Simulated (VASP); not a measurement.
## ZrB2 (qha): single point with PBEsol

The system is ZrB2 (qha).

```
CELL_PARAMETERS angstrom
3.15540 0.00000 0.00000
-1.57770 2.73265 0.00000
0.00000 0.00000 3.50626
ATOMIC_POSITIONS crystal
Zr 0.00000 0.00000 0.00000
B 0.33333 0.66667 0.50000
B 0.66667 0.33333 0.50000
```

The cell isn't the ideal one: cell and atoms relaxed tightly for response.

```json
{"Program": "VASP 6.6.1", "Task": "single point", "Functional": "PBEsol", "Potentials or basis": "VASP PAW PBE potentials, release 64 (Zr_sv, B)", "Cutoff": "520 eV", "k mesh": "15 × 15 × 12", "Occupations": "fermi-dirac, width 0.15 eV", "Spin": "no spin polarisation"}
```

```
Pressure               : 0.3 GPa
Band gap on the k mesh : none (metal or under the smearing width)
```

Levels at points of the mesh, in eV from the Fermi level:
```
           k point  band 7  band 8  band 9  band 10  band 11  band 12
(0.00, 0.00, 0.00)   -2.65   -2.63   -2.26     3.50     3.50     4.33
(0.00, 0.00, 0.50)   -0.93   -0.93    0.31     0.31     0.81     0.81
```

Run time: 30 s on 1 thread of Intel(R) Xeon(R) 6975P-C (Granite Rapids), with other jobs on the host, peak memory 0.21 GiB.

Caveat: the PAW data sets were made with another functional, which shifts forces and pressure a little.
